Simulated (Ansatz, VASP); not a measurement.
# Cross-check of H4C3 (C wire along [100], 9 atoms a period, H-terminated) between VASP and Ansatz, part 2 of 2

Wanted: the spread between two codes on one cell, functional and k mesh. The cell is taken from a series of runs on this material, whose earlier steps may have relaxed, scaled, displaced or heated it; both programs get it as it stands.

VASP 6.6.1 and Ansatz 0.2.0.

So far: Starting point; Ansatz: single point, HSE06.

### Step 3. VASP: single point, HSE06

Level of this step: HSE06; plane waves and PAW (C, H) (VASP).

The same cell, functional, mesh and smearing now go to VASP, with its own data sets.

Lines of VASP's logs that name or quote its potential files are left out, and so is its time.

The run reads the wave functions of an earlier VASP run, which isn't shown here.

The input, INCAR:

```
SYSTEM = H4C3
PREC = Accurate
ENCUT = 520
EDIFF = 1E-06
NELM = 100
ISMEAR = -1
SIGMA = 0.05
LREAL = Auto
ALGO = Normal
LHFCALC = .TRUE.
AEXX = 0.25
GGA = PE
HFSCREEN = 0.208
LASPH = .TRUE.
NBANDS = 45
PRECFOCK = Fast
LORBIT = 11
LWAVE = .FALSE.
LCHARG = .FALSE.
ISIF = 2
```

The input, POSCAR:

```
H4C3
1.0
   11.6630000000      0.0000000000      0.0000000000
    0.0000000000     11.6630000000      0.0000000000
    0.0000000000      0.0000000000      3.7403267943
C H
9 12
Direct
    0.4248441600      0.4248441600      0.9939264020
    0.5751785270      0.5751785270      0.9939264020
    0.5000113440      0.5000113440      0.2500000000
    0.4248441600      0.5751785270      0.5060735980
    0.5751785270      0.4248441600      0.5060735980
    0.3495301610      0.5000113440      0.7500000000
    0.5000113440      0.3495301610      0.7500000000
    0.5000113440      0.6504925260      0.7500000000
    0.6504925260      0.5000113440      0.7500000000
    0.3685653200      0.3685653200      0.1508334320
    0.6314573670      0.6314573670      0.1508334320
    0.3685653200      0.6314573670      0.3491665680
    0.6314573670      0.3685653200      0.3491665680
    0.2925337030      0.4446777360      0.5913842970
    0.4446777360      0.2925337030      0.5913842970
    0.5553449510      0.7074889840      0.5913842970
    0.7074889840      0.5553449510      0.5913842970
    0.2925337030      0.5553449510      0.9086157030
    0.4446777360      0.7074889840      0.9086157030
    0.5553449510      0.2925337030      0.9086157030
    0.7074889840      0.4446777360      0.9086157030
```

The input, KPOINTS:

```
Automatic mesh
0
Gamma
1 1 9
0 0 0
```

Potentials, in the order of the species: C and H (PBE family, release 64).

Launch:

```console
$ export OMP_NUM_THREADS=3
$ mpirun -np 1 vasp_std
```

Numbers of over 12 decimals in the logs are rounded to 6 here.

What it wrote:

```text
[banner, memory and clock lines left out]
running    1 mpi-ranks, on    1 nodes
 distrk:  each k-point on    1 cores,    1 groups
 distr:  one band on    1 cores,    1 groups
 Offloading initialized ...    1 GPUs detected
 POSCAR found type information on POSCAR C H
 POSCAR found :  2 types and      21 ions
 LDA part: xc-table for (Slater+PW92), standard interpolation
 found WAVECAR, reading the header
 POSCAR, INCAR and KPOINTS ok, starting setup
 FFT: planning ... GRIDC
 FFT: planning ... GRID_SOFT
 FFT: planning ... GRID
 reading WAVECAR
 the WAVECAR file was read successfully
 initial charge from wavefunction
 entering main loop
       N       E                     dE             d eps       ncg     rms          rms(c)
DAV:   1    -0.144969166130E+03   -0.14497E+03   -0.12773E+00   567   0.507E+00    0.144E+00
DAV:   2    -0.144974993855E+03   -0.58277E-02   -0.39338E-02   620   0.664E-01    0.996E-01
DAV:   3    -0.144972494892E+03    0.24990E-02   -0.31525E-03   599   0.224E-01    0.548E-01
DAV:   4    -0.144971659606E+03    0.83529E-03   -0.64416E-04   559   0.108E-01    0.296E-01
DAV:   5    -0.144971311658E+03    0.34795E-03   -0.11065E-04   572   0.498E-02    0.163E-01
DAV:   6    -0.144971164610E+03    0.14705E-03   -0.44379E-05   540   0.311E-02    0.908E-02
DAV:   7    -0.144971108936E+03    0.55674E-04   -0.22121E-05   546   0.202E-02    0.491E-02
DAV:   8    -0.144971092779E+03    0.16157E-04   -0.85109E-06   483   0.117E-02    0.274E-02
DAV:   9    -0.144971093912E+03   -0.11326E-05   -0.32866E-06   469   0.701E-03    0.164E-02
DAV:  10    -0.144971103784E+03   -0.98727E-05   -0.18122E-06   398   0.528E-03    0.981E-03
DAV:  11    -0.144971118755E+03   -0.14971E-04   -0.11114E-06   365   0.407E-03    0.643E-03
DAV:  12    -0.144971136391E+03   -0.17636E-04   -0.86214E-07   392   0.325E-03    0.468E-03
DAV:  13    -0.144971155014E+03   -0.18624E-04   -0.54044E-07   387   0.253E-03    0.373E-03
DAV:  14    -0.144971173479E+03   -0.18464E-04   -0.39747E-07   386   0.209E-03    0.314E-03
[...]
DAV:  31    -0.144971331484E+03   -0.28302E-05   -0.74043E-09   397   0.319E-04    0.429E-04
DAV:  32    -0.144971333946E+03   -0.24621E-05   -0.58782E-09   368   0.279E-04    0.386E-04
DAV:  33    -0.144971336076E+03   -0.21307E-05   -0.47310E-09   402   0.242E-04    0.347E-04
DAV:  34    -0.144971337908E+03   -0.18312E-05   -0.38743E-09   376   0.216E-04    0.312E-04
DAV:  35    -0.144971339470E+03   -0.15620E-05   -0.30723E-09   402   0.193E-04    0.281E-04
DAV:  36    -0.144971340795E+03   -0.13253E-05   -0.26016E-09   402   0.171E-04    0.253E-04
DAV:  37    -0.144971341918E+03   -0.11236E-05   -0.19759E-09   394   0.149E-04    0.228E-04
DAV:  38    -0.144971342873E+03   -0.95429E-06   -0.17049E-09   423   0.132E-04
   1 F= -.14497134E+03 E0= -.14497134E+03  d E =-.971150E-10
```

From OUTCAR (step 3):

```text
ion  position               nearest neighbor table
   1  0.425  0.425  0.994-  10 1.10   7 1.54   6 1.54   3 1.57
   2  0.575  0.575  0.994-  11 1.10   9 1.54   8 1.54   3 1.57
   3  0.500  0.500  0.250-   2 1.57   4 1.57   5 1.57   1 1.57
   4  0.425  0.575  0.506-  12 1.10   6 1.54   8 1.54   3 1.57
   5  0.575  0.425  0.506-  13 1.10   7 1.54   9 1.54   3 1.57
   6  0.350  0.500  0.750-  18 1.10  14 1.10   4 1.54   1 1.54
   7  0.500  0.350  0.750-  20 1.10  15 1.10   5 1.54   1 1.54
   8  0.500  0.650  0.750-  16 1.10  19 1.10   2 1.54   4 1.54
   9  0.650  0.500  0.750-  17 1.10  21 1.10   2 1.54   5 1.54
  10  0.369  0.369  0.151-   1 1.10
  11  0.631  0.631  0.151-   2 1.10
  12  0.369  0.631  0.349-   4 1.10
  13  0.631  0.369  0.349-   5 1.10
  14  0.293  0.445  0.591-   6 1.10
  15  0.445  0.293  0.591-   7 1.10
  16  0.555  0.707  0.591-   8 1.10
  17  0.707  0.555  0.591-   9 1.10
  18  0.293  0.555  0.909-   6 1.10
  19  0.445  0.707  0.909-   8 1.10
  20  0.555  0.293  0.909-   7 1.10
  21  0.707  0.445  0.909-   9 1.10

  LATTYP: Found a simple tetragonal cell.
 ALAT       =    11.6630000000
 C/A-ratio  =     0.3207002310

 Subroutine GETGRP returns: Found  8 space group operations
 (whereof  2 operations were pure point group operations)

The static configuration has the point symmetry C_1h.
 The point group associated with its full space group is D_2d.

 Found      5 irreducible k-points:

   k-points           NKPTS =      5   k-points in BZ     NKDIM =      9   number of bands    NBANDS=     45

   dimension x,y,z NGX =    90 NGY =   90 NGZ =   28
   dimension x,y,z NGXF=   180 NGYF=  180 NGZF=   56

   ENCUT  =  520.0 eV  38.22 Ry    6.18 a.u.  21.69 21.69  6.95*2*pi/ulx,y,z

   NELECT =      48.0000    total number of electrons

 k-points in reciprocal lattice and weights: Automatic mesh
   0.00000000  0.00000000  0.00000000       0.111
   0.00000000  0.00000000  0.11111111       0.222
   0.00000000  0.00000000  0.22222222       0.222
   0.00000000  0.00000000  0.33333333       0.222
   0.00000000  0.00000000  0.44444444       0.222

  exchange ACFDT corr.  =         0.00000000  see jH, gK, PRB 81, 115126

 average (electrostatic) potential at core
       1 -52.8035       2 -52.8035       3 -52.9816       4 -52.8035       5 -52.8035
       6 -52.6598       7 -52.6598       8 -52.6598       9 -52.6598      10 -35.4853
      11 -35.4853      12 -35.4853      13 -35.4853      14 -35.5308      15 -35.5308
      16 -35.5308      17 -35.5308      18 -35.5308      19 -35.5308      20 -35.5308
      21 -35.5308

 E-fermi :  -3.5675

 k-point     1 :       0.0000    0.0000    0.0000
  band No.  band energies     occupation
    ...
     20      -7.0899      2.00000
     21      -7.0313      2.00000
     22      -5.8068      2.00000
     23      -4.6906      2.00000
     24      -4.6906      2.00000
     25       0.6159      0.00000
     26       1.6167      0.00000
     27       1.7010      0.00000
     28       1.7010      0.00000
     29       1.9463      0.00000
    ...

 k-point     2 :       0.0000    0.0000    0.1111
  band No.  band energies     occupation
    ...
     20      -7.0628      2.00000
     21      -7.0048      2.00000
     22      -5.7161      2.00000
     23      -4.8734      2.00000
     24      -4.8734      2.00000
     25       0.7623      0.00000
     26       1.7520      0.00000
     27       1.8182      0.00000
     28       1.8182      0.00000
     29       2.0562      0.00000
    ...

 k-point     3 :       0.0000    0.0000    0.2222
  band No.  band energies     occupation
    ...
     20      -7.0039      2.00000
     21      -6.9361      2.00000
     22      -5.5542      2.00000
     23      -5.3534      2.00000
     24      -5.3534      2.00000
     25       1.1769      0.00000
     26       2.1377      0.00000
     27       2.1655      0.00000
     28       2.1655      0.00000
     29       2.3827      0.00000
    ...

  Total       -3.0118476     -3.0118476     -3.0722732      0.0000000      0.0000000      0.0000000
  in kB       -9.4844789     -9.4844789     -9.6747625      0.0000000      0.0000000      0.0000000
  external PRESSURE =      -9.5479068 kB  Pullay stress =       0.0000000 kB

  energy-cutoff  :      520.00
  volume of cell :      508.78
      direct lattice vectors                 reciprocal lattice vectors
    11.663000000  0.000000000  0.000000000     0.085741233  0.000000000  0.000000000
     0.000000000 11.663000000  0.000000000     0.000000000  0.085741233  0.000000000
     0.000000000  0.000000000  3.740326794     0.000000000  0.000000000  0.267356318

 POSITION                                       TOTAL-FORCE (eV/Angst)
 -----------------------------------------------------------------------------------
      4.95496      4.95496      3.71761         0.019758      0.019758      0.015176
      6.70831      6.70831      3.71761        -0.019758     -0.019758      0.015176
      5.83163      5.83163      0.93508         0.000000     -0.000000      0.000000
      4.95496      6.70831      1.89288         0.019758     -0.019758     -0.015176
      6.70831      4.95496      1.89288        -0.019758      0.019758     -0.015176
      4.07657      5.83163      2.80525         0.035135     -0.000000      0.000000
      5.83163      4.07657      2.80525        -0.000000      0.035135      0.000000
      5.83163      7.58669      2.80525        -0.000000     -0.035135     -0.000000
      7.58669      5.83163      2.80525        -0.035135     -0.000000     -0.000000
      4.29858      4.29858      0.56417         0.133301      0.133301     -0.122529
      7.36469      7.36469      0.56417        -0.133301     -0.133301     -0.122529
      4.29858      7.36469      1.30600         0.133301     -0.133301      0.122529
      7.36469      4.29858      1.30600        -0.133301      0.133301      0.122529
      3.41182      5.18628      2.21197         0.144875      0.120681      0.111677
      5.18628      3.41182      2.21197         0.120681      0.144875      0.111677
      6.47699      8.25144      2.21197        -0.120681     -0.144875      0.111677
      8.25144      6.47699      2.21197        -0.144875     -0.120681      0.111677
      3.41182      6.47699      3.39852         0.144875     -0.120681     -0.111677
      5.18628      8.25144      3.39852         0.120681     -0.144875     -0.111677
      6.47699      3.41182      3.39852        -0.120681      0.144875     -0.111677
      8.25144      5.18628      3.39852        -0.144875      0.120681     -0.111677
 -----------------------------------------------------------------------------------
    total drift:                                0.000002     -0.000005     -0.000000

  FREE ENERGIE OF THE ION-ELECTRON SYSTEM (eV)
  ---------------------------------------------------
  free  energy   TOTEN  =      -144.9713428727 eV

  energy  without entropy=     -144.9713428726  energy(sigma->0) =     -144.97134287

 total charge
# of ion       s       p       d       tot
------------------------------------------
    1        0.833   1.735   0.000   2.568
    2        0.833   1.735   0.000   2.568
    3        0.823   1.685   0.000   2.508
    4        0.833   1.735   0.000   2.568
    5        0.833   1.735   0.000   2.568
    6        0.841   1.762   0.000   2.603
    7        0.841   1.762   0.000   2.603
    8        0.841   1.762   0.000   2.603
    9        0.841   1.762   0.000   2.603
   10        0.660   0.045   0.000   0.705
   11        0.660   0.045   0.000   0.705
   12        0.660   0.045   0.000   0.705
   13        0.660   0.045   0.000   0.705
   14        0.653   0.044   0.000   0.697
   15        0.653   0.044   0.000   0.697
   16        0.653   0.044   0.000   0.697
   17        0.653   0.044   0.000   0.697
   18        0.653   0.044   0.000   0.697
   19        0.653   0.044   0.000   0.697
   20        0.653   0.044   0.000   0.697
   21        0.653   0.044   0.000   0.697
--------------------------------------------------
tot         15.385  16.207   0.000  31.592

[... 2 further parts left out ...]
```

### Step 4. Side by side

Known differences besides the potentials themselves: exact exchange at q = 0 is treated differently, which shows on coarse meshes; VASP keeps PBE cores, Ansatz makes them for the functional; the cutoff is 420 eV in Ansatz and 520 eV in VASP (PREC = Accurate, projectors in real space); VASP takes a coarser grid for exact exchange (PRECFOCK = Fast). Total energies have different zeros and are not compared.

The two programs side by side:

| quantity | Ansatz | VASP | difference |
| --- | --- | --- | --- |
| gap on the k mesh (eV) | 5.320 | 5.306 | +0.013 |

A gap on the mesh is an upper bound, since the band edges may lie between its points.

### Step 5. What came out

```
difference in gap on the k mesh (single point, HSE06) : 0.013 eV
```

In words: The difference in gap on the k mesh is 0.013 eV (single point, HSE06), within the 0.08 eV picked in this series as the mark of a large difference. How closely two codes agree says nothing of how well the functional describes the real material.

[Lines on the potential files, build, host, timing and source positions are cut from VASP's logs without a mark.]

[Logs are printed without paths, hosts, clocks, repeated set-up lines and the standing remarks that a program may print on its own settings, such as how far it seeks lower states.]

[Hosts, paths, dates, database ids (printed as entryN), source tags and the programs' standing remarks are cut or masked in the printed files.]
